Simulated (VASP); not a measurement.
Write the native input for VASP 6.6.1 that does the following.

```
Task                   : relaxation of cell and atoms
Functional             : PBEsol
Dispersion             : D3(BJ)
Potentials or basis    : VASP PAW PBE potentials, release 64 (P)
Cutoff                 : 520 eV
k mesh                 : 12 × 12 × 12
Occupations            : gaussian, width 0.02 eV
Spin                   : no spin polarisation
Target pressure        : 7.4 GPa
Further INCAR settings : ALGO = Normal; EDIFF = 1e-07; IBRION = 2; EDIFFG = -0.002; NSW = 80; ISIF = 3
Target pressure        : 7.4 GPa
```

The structure of P lies in POSCAR:

```
P                                       
1.0
    1.6688160536      0.9634914006      2.7165702852
   -1.6688160536      0.9634914006      2.7165702852
    0.0000000000     -1.9269827902      2.7165702847
  P             
     2
Direct
     0.2439724287510834    0.2439724287510834    0.2439724287485160
     0.7560275712489166    0.7560275712489166    0.7560275712514840
```

This isn't the form of P at room conditions, which is orthorhombic.

One way to write it, as run:

INCAR

```
PREC     = Accurate       # precision mode
ENCUT    = 520            # plane-wave cutoff, eV
EDIFF    = 1E-7           # SCF threshold, eV
ISMEAR   = 0              # smearing method
SIGMA    = 0.02           # smearing width, eV
LREAL    = False          # projectors in reciprocal space
LASPH    = True           # aspherical terms in the spheres
NELM     = 80             # most SCF steps
ALGO     = Normal         # electronic algorithm
ISIF     = 3              # what is computed and relaxed
LWAVE    = False          # write WAVECAR
LCHARG   = False          # write CHGCAR
GGA      = PS             # functional
IVDW     = 12             # dispersion correction
IBRION   = 2              # ionic algorithm
NSW      = 80             # ionic steps
EDIFFG   = -0.002         # ionic threshold
PSTRESS  = 74.0
```

KPOINTS

```
Automatic mesh
0
Gamma
  12 12 12
```

Potentials or basis: VASP PAW PBE potentials, release 64 (P).

Command:

```bash
$ cat potpaw_PBE.64/P/POTCAR > POTCAR
$ mpirun -np 1 vasp_std > vasp.out
```

It gave:

- Relaxed volume: 13.10 Å³/atom
- Relaxed cell: a = 3.330 Å, b = 3.330 Å, c = 3.330 Å, α = 60.15°, β = 60.15°, γ = 60.15°
- Space group after relaxing (to 0.05 Å): R-3m (No. 166)
- Energy change on relaxing (the enthalpy is what falls): +0.1 meV/atom
- Ionic steps: 2
- Pressure after relaxing: 7.4 GPa
- Band gap on the k mesh: none (metal or under the smearing width)
- Dispersion energy per atom: -0.433 eV

Caveat: the cell is relaxed towards a set pressure, so the enthalpy falls and the energy may rise; the PAW data sets were made with another functional, which shifts forces and pressure a little; pairwise dispersion overbinds metals, which lowers pressure and volume.

It took 26 s on 1 thread of Intel(R) Xeon(R) 6975P-C (Granite Rapids), on a shared host, peak memory 0.18 GiB.
